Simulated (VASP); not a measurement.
# I (Im-3m) in VASP: notebook, part 2 of 2

VASP 6.6.1.

**5. Single point, PBE**

INCAR reads:

```
PREC     = Accurate       # precision mode
ENCUT    = 520            # plane-wave cutoff, eV
EDIFF    = 1E-6           # SCF threshold, eV
ISMEAR   = 0              # smearing method
SIGMA    = 0.02           # smearing width, eV
LREAL    = False          # projectors in reciprocal space
LASPH    = True           # aspherical terms in the spheres
NELM     = 80             # most SCF steps
ALGO     = Fast           # electronic algorithm
ISIF     = 2              # what is computed and relaxed
LWAVE    = False          # write WAVECAR
LCHARG   = True           # write CHGCAR
GGA      = PE             # functional
LELF     = True           # ELF
LVHAR    = True
```

KPOINTS reads:

```
regular mesh
0
Gamma
  9 9 9
```

POSCAR reads:

```
I
1.0
   -2.0893754423      2.0893754423      2.0893754423
    2.0893754423     -2.0893754423      2.0893754423
    2.0893754423      2.0893754423     -2.0893754423
I
1
Direct
    0.0000000000      0.0000000000      0.0000000000
```

Potentials or basis: VASP PAW PBE potentials, release 64 (I).

Launch:

```
$ cat potpaw_PBE.64/I/POTCAR > POTCAR
$ mpirun -np 1 vasp_std > vasp.out
```

OUTCAR:

```text
PREC = Accurate
   ENCUT = 520
   EDIFF = 1E-6
   ISMEAR = 0
   LREAL = False
   LASPH = True
   NELM = 80
   ISIF = 2
   GGA = PE

 ion  position               nearest neighbor table
   1  0.000  0.000  0.000-

  LATTYP: Found a body centered cubic cell.
 ALAT       =     4.1787508846

  Lattice vectors:

 A1 = (  -2.0893754423,   2.0893754423,   2.0893754423)
 A2 = (   2.0893754423,  -2.0893754423,   2.0893754423)
 A3 = (   2.0893754423,   2.0893754423,  -2.0893754423)

Analysis of symmetry for initial positions (statically):
=====================================================================
 Subroutine PRICEL returns:
 Original cell was already a primitive cell.

 Routine SETGRP: Setting up the symmetry group for a
 body centered cubic supercell.

 Subroutine GETGRP returns: Found 48 space group operations
 (whereof 48 operations were pure point group operations)
 out of a pool of 48 trial point group operations.

The static configuration has the point symmetry O_h .

Analysis of symmetry for dynamics (positions and initial velocities):
=====================================================================
 Subroutine PRICEL returns:
 Original cell was already a primitive cell.

 Routine SETGRP: Setting up the symmetry group for a
 body centered cubic supercell.

 Subroutine GETGRP returns: Found 48 space group operations
 (whereof 48 operations were pure point group operations)
 out of a pool of 48 trial point group operations.

The dynamic configuration has the point symmetry O_h .

 Subroutine INISYM returns: Found 48 space group operations
 (whereof 48 operations are pure point group operations),
 and found     1 'primitive' translations

----------------------------------------------------------------------------------------

                                     Primitive cell

  volume of cell :      36.4846

  direct lattice vectors                    reciprocal lattice vectors
    -2.089375442  2.089375442  2.089375442     0.000000000  0.239305962  0.239305962
     2.089375442 -2.089375442  2.089375442     0.239305962  0.000000000  0.239305962
     2.089375442  2.089375442 -2.089375442     0.239305962  0.239305962  0.000000000

  length of vectors
     3.618904422  3.618904422  3.618904422     0.338429737  0.338429737  0.338429737

  position of ions in fractional coordinates (direct lattice)
     0.000000000  0.000000000  0.000000000

  ion indices of the primitive-cell ions
   primitive index   ion index
                 1           1

----------------------------------------------------------------------------------------

 KPOINTS: regular mesh

Automatic generation of k-mesh.
 Grid dimensions read from file:
 generate k-points for:    9    9    9

 Generating k-lattice:

  Cartesian coordinates                     Fractional coordinates (reciprocal lattice)
     0.000000000  0.026589551  0.026589551     0.111111111  0.000000000  0.000000000
     0.026589551  0.000000000  0.026589551     0.000000000  0.111111111  0.000000000
     0.026589551  0.026589551  0.000000000     0.000000000  0.000000000  0.111111111

  Length of vectors
     0.037603304  0.037603304  0.037603304

  Shift w.r.t. Gamma in fractional coordinates (k-lattice)
     0.000000000  0.000000000  0.000000000

 Subroutine IBZKPT returns following result:
 ===========================================

 Found     35 irreducible k-points:

 Following reciprocal coordinates:
            Coordinates               Weight
  0.000000  0.000000  0.000000      1.000000
  0.111111  0.000000  0.000000     12.000000
  0.222222  0.000000  0.000000     12.000000
  0.333333  0.000000  0.000000     12.000000
  0.444444  0.000000  0.000000     12.000000
  0.111111  0.111111  0.000000     24.000000
[... 16 lines left out ...]
 -0.333333  0.444444  0.111111     48.000000
 -0.444444 -0.444444  0.111111     24.000000
 [... further k-points ...]
   k-points           NKPTS =     35   k-points in BZ     NKDIM =     35   number of bands    NBANDS=      7
   number of dos      NEDOS =    301   number of ions     NIONS =      1
   total plane-waves  NPLWV =  21952
   dimension x,y,z NGX =    28 NGY =   28 NGZ =   28
   dimension x,y,z NGXF=    56 NGYF=   56 NGZF=   56
   ions per type =               1
   NGX,Y,Z   is equivalent  to a cutoff of  12.86, 12.86, 12.86 a.u.
   NGXF,Y,Z  is equivalent  to a cutoff of  25.73, 25.73, 25.73 a.u.
 SYSTEM =  unknown system
   PREC   = accura    normal or accurate (medium, high low for compatibility)
   ISTART =      0    job   : 0-new  1-cont  2-samecut
   ICHARG =      2    charge: 1-file 2-atom 10-const
   ISPIN  =      1    spin polarized calculation?
   LNONCOLLINEAR =      F non collinear calculations
   LSORBIT =      F    spin-orbit coupling
   LASPH  =      T    aspherical Exc in radial PAW
   ENCUT  =  520.0 eV  38.22 Ry    6.18 a.u.   6.73  6.73  6.73*2*pi/ulx,y,z
   NELM   =     80;   NELMIN=  2; NELMDL= -5     # of ELM steps
   EDIFF  = 0.1E-05   stopping-criterion for ELM
   LREAL  =      F    real-space projection
   EDIFFG = 0.1E-04   stopping-criterion for IOM
   NSW    =      0    number of steps for IOM
   IBRION =     -1    ionic relax: 0-MD 1-quasi-New 2-CG
   NFREE  =      0    steps in history (QN), initial steepest desc. (CG)
   ISIF   =      2    stress and relaxation
   ISYM   =      2    0-nonsym 1-usesym 2-fastsym
   POTIM  = 0.5000    time-step for ionic-motion
   TEBEG  =    0.0;   TEEND  =   0.0 temperature during run
   PSTRESS=    0.0 pullay stress
   NELECT =       7.0000    total number of electrons
   NUPDOWN=      -1.0000    fix difference up-down
   EMIN   =  10.00;   EMAX   =-10.00  energy-range for DOS
   EFERMI =   0.00;   METHOD = LEGACY
   ISMEAR =     0;   SIGMA  =   0.02  broadening in eV -4-tet -1-fermi 0-gaus
   EFERMI_NEDOS =   21; number of points for ismear=-14 and -15
   IALGO  =     68    algorithm
   IMIX   =      4    mixing-type and parameters
     AMIX     =   0.40;   BMIX     =  1.00
     AMIX_MAG =   1.60;   BMIX_MAG =  1.00
  volume/ion in A,a.u.               =      36.48       246.21
  Fermi-wavevector in a.u.,A,eV,Ry     =   0.944215  1.784308 12.130172  0.891543
  Thomas-Fermi vector in A             =   2.071998
   LORBIT       =      0    0 simple, 1 ext, 2 COOP (PROOUT), +10 PAW based schemes
   GGA     = PE    functional components
   LHFCALC =     F    Hartree Fock is set to
   AEXX    =    0.0000 exact exchange contribution
   IVDW    =     0    specifies the selected vdW correction
   LEPSILON=     F    determine dielectric tensor
   LRPA    =     F    only Hartree local field effects (RPA)
 non-spin polarized calculation
 RMM-DIIS sequential band-by-band and
 Gauss-broadening in eV      SIGMA  =   0.02
  energy-cutoff  :      520.00
  volume of cell :       36.48
 maximum number of plane-waves:      1000
   NGX = 13   NGY = 13   NGZ = 13

 number of electron       7.0000000 magnetization

 Free energy of the ion-electron system (eV)
  ---------------------------------------------------
  ext. energy  EPLUGINS =         0.00000000
  ---------------------------------------------------
  free energy    TOTEN  =        -1.03892025 eV

  energy without entropy =       -1.03768302  energy(sigma->0) =       -1.03830164

 E-fermi :   4.0832     XC(G=0):  -8.9185

 val. band max:        4.0774379906   @ k =   0.3333   0.2222  -0.0000
 cond. band min:       4.0901577929   @ k =  -0.4444   0.4444   0.1111
 fundamental gap:      0.0127198023
 Fermi energy:         4.0832456351

 k-point     1 :       0.0000    0.0000    0.0000
  band No.  band energies     occupation
      1      -9.1818      2.00000
      2       4.8915      0.00000
      3       4.8915      0.00000
      4       4.8915      0.00000
      5      10.9361      0.00000
      6      13.8672      0.00000
      7      13.8672      0.00000
[... 221 lines left out ...]
 k-point    24 :      -0.4444   -0.4444    0.1111
  band No.  band energies     occupation
      1      -7.6063      2.00000
      2       0.2338      2.00000
      3       2.2569      2.00000
      4       3.9366      2.00000
      5      10.8971      0.00000
      6      12.3743      0.00000
      7      13.5441      0.00000

 [... further k-points ...]

------------------------ aborting loop because EDIFF is reached ----------------------------------------

  FORCE on cell =-STRESS in cart. coord.  units (eV):
  Direction    XX          YY          ZZ          XY          YZ          ZX
  --------------------------------------------------------------------------------------
  -------------------------------------------------------------------------------------
  Total       -0.0517218     -0.0517218     -0.0517218      0.0000000     -0.0000000     -0.0000000
  in kB       -2.2713027     -2.2713027     -2.2713027      0.0000000     -0.0000000     -0.0000000
  external PRESSURE =      -2.2713027 kB  Pullay stress =       0.0000000 kB

 VOLUME and BASIS-vectors are now :
 -----------------------------------------------------------------------------
  energy-cutoff  :      520.00
  volume of cell :       36.48
      direct lattice vectors                 reciprocal lattice vectors
    -2.089375442  2.089375442  2.089375442     0.000000000  0.239305962  0.239305962
     2.089375442 -2.089375442  2.089375442     0.239305962  0.000000000  0.239305962
     2.089375442  2.089375442 -2.089375442     0.239305962  0.239305962  0.000000000

 POSITION                                       TOTAL-FORCE (eV/Angst)
 -----------------------------------------------------------------------------------
      0.00000      0.00000      0.00000         0.000000      0.000000      0.000000
 -----------------------------------------------------------------------------------
    total drift:                                0.000000      0.000000      0.000000

  FREE ENERGIE OF THE ION-ELECTRON SYSTEM (eV)
  ---------------------------------------------------
  free  energy   TOTEN  =        -1.0389202522 eV

  energy  without entropy=       -1.0376830208  energy(sigma->0) =       -1.03830164
```

Wall time 5.2 s (1 thread of Intel Xeon 6975P-C (Granite Rapids), shared host); peak memory 0.15 GiB.

What came out:

| Quantity | Value |
| --- | --- |
| Free energy | -1.0389 eV |
| Pressure | -0.2 GPa |
| Band gap on the k mesh | none (metal or under the smearing width) |

Levels at points of the mesh, in eV from the Fermi level:
```csv
k point,band 1,band 2,band 3,band 4,band 5,band 6,band 7
"(0.00, 0.00, 0.00)",-13.27,0.81,0.81,0.81,6.85,9.78,9.78
```

Caveat: an odd number of electrons without spin polarisation forces a metal; a magnetic or distorted state may lie lower. Spin-orbit coupling is left out, which matters for the levels of I.

**6. For comparison**

An earlier run on the cell as given: functional PBE; potentials or basis VASP PAW PBE potentials, release 64 (I); cutoff 520 eV; k mesh 9 × 9 × 9; occupations fermi-dirac, width 0.05 eV; no spin polarisation.

- Pressure: -0.2 GPa
- Band gap on the k mesh: none (metal or under the smearing width)

**7. Overview**

```csv
potentials or basis,k mesh,cutoff (eV),smearing,mesh quality,gap on the mesh (eV),pressure (GPa)
"VASP PAW PBE potentials, release 64 (I_GW)",4 × 4 × 4,350,gaussian 0.02 eV,coarse,none,-0.7
"VASP PAW PBE potentials, release 64 (I_GW)",4 × 4 × 4,450,gaussian 0.02 eV,coarse,none,-0.6
"VASP PAW PBE potentials, release 64 (I_GW)",5 × 5 × 5,450,gaussian 0.02 eV,coarse,none,-1.0
"VASP PAW PBE potentials, release 64 (I)",9 × 9 × 9,520,gaussian 0.02 eV,not flagged,none,-0.2
"VASP PAW PBE potentials, release 64 (I)",9 × 9 × 9,520,fermi-dirac 0.05 eV,not flagged,none,-0.2
```

Alike in all rows: task single point; level PBE; no spin polarisation; cell as given.

Caveats: some runs use coarse meshes; an odd number of electrons without spin polarisation forces a metal; a magnetic or distorted state may lie lower.

Absolute energies hang on the potentials; compare differences alone.
